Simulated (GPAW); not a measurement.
MgS (Niningerite), 2 atoms in the cell. It takes space group Fm-3m (No. 225, cubic). The conventional cell has a = 5.203 Å, b = 5.203 Å, c = 5.203 Å, α = 90.00°, β = 90.00°, γ = 90.00°. Around S (site symmetry m-3m) lie 6 Mg at 2.60 Å. Mg (site symmetry m-3m) has 6 S at 2.60 Å as nearest neighbours. 

```yaml
Program: GPAW 26.7.0
Task: one-shot levels on a semilocal density
Functional: SCAN
Potentials_or_basis: GPAW PAW data sets (gpaw-data 1.2.1)
Cutoff: 550 eV
Basis: pw
k_mesh: 5 × 5 × 5
Occupations: fermi-dirac, width 0.001 eV
Spin: no spin polarisation
Maxiter: 150
Exx_fractions: SCAN0 0.25
```

Potentials or basis: GPAW PAW data sets (gpaw-data 1.2.1), pw.

The run is started by

```sh
$ OMP_NUM_THREADS=1 python run.py
```

Hardware: 1 thread of Intel(R) Xeon(R) Platinum 8259CL CPU @ 2.50GHz (Skylake/Cascade Lake) (shared host).

Problem. How long does it take, and how much memory?

Solution. It took 2.2 min on 1 thread of Intel(R) Xeon(R) Platinum 8259CL CPU @ 2.50GHz (Skylake/Cascade Lake), on a shared host, peak memory 0.41 GiB. Counts: scf iterations 17, plane waves 1043, bands 16, k points 10.
